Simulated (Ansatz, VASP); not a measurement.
**BN in VASP and in Ansatz**

Contents of INCAR:

```
ALGO = Normal
EDIFF = 1E-7
ENCUT = 520
GGA = PE
ISIF = 2
ISMEAR = 0
IVDW = 12
LASPH = T
LCHARG = F
LREAL = F
LWAVE = F
NBANDS = 16
NELM = 100
PREC = Accurate
SIGMA = 0.02
```

File KPOINTS:

```
k-points
0
Gamma
  12 12 4
```

Contents of POSCAR:

```
BN
1.0
    2.4982400000      0.0000000000      0.0000000000
   -1.2491200000      2.1635393048      0.0000000000
    0.0000000000      0.0000000000      6.6357000000
B N
2 2
Direct
    0.3333333333      0.6666666667      0.2500000000
    0.6666666667      0.3333333333      0.7500000000
    0.3333333333      0.6666666667      0.7500000000
    0.6666666667      0.3333333333      0.2500000000
```

Input for Ansatz:

```yaml
crystal:
  lattice:
    - [2.49824, 0.0, 0.0]
    - [-1.24912, 2.1635393048, 0.0]
    - [0.0, 0.0, 6.6357]
  atoms:
    - { symbol: B, position: [0.3333333333, 0.6666666667, 0.25] }
    - { symbol: B, position: [0.6666666667, 0.3333333333, 0.75] }
    - { symbol: "N", position: [0.3333333333, 0.6666666667, 0.75] }
    - { symbol: "N", position: [0.6666666667, 0.3333333333, 0.25] }
basis:
  ecutwfc: 420
kpoints:
  mp_grid: { grid: [12, 12, 4] }
hamiltonian:
  xc: pbe
  dispersion: d3bj
scf:
  occupations: { method: gaussian, width: 0.02 }
output:
  forces: true
  stress: true
  eigenvalues: true
  populations: true
```

Alike in both runs: task single point; functional PBE; dispersion D3(BJ); k mesh 12 × 12 × 4; occupations gaussian, width 0.02 eV; no spin polarisation.

|  | VASP | Ansatz |
| --- | --- | --- |
| version | VASP 6.6.1 | Ansatz 0.2.0 |
| potentials or method | VASP PAW PBE potentials, release 64 (B, N) | scalar-relativistic, plane waves, PAW |
| plane-wave cutoff (eV) | 520 | 420 |
| valence electrons in the cell | 16 | 16 |

Ansatz gave:

| Item | Value |
| --- | --- |
| gap on the k mesh at the Fermi level (eV) | 4.29 |
| least direct gap on the mesh (eV) | 4.66 |
| pressure (GPa) | 2.3 |
| largest component of the traceless stress (GPa) | 2.46 |
| dispersion energy (meV/atom) | -141.9 |

**Question.** Estimate VASP's values.

**Answer.** gap on the k mesh at the Fermi level (eV): 4.29; least direct gap on the mesh (eV): 4.66; pressure (GPa): 2.4; largest component of the traceless stress (GPa): 2.67; dispersion energy (meV/atom): -141.9.

A k mesh can miss the band edges.
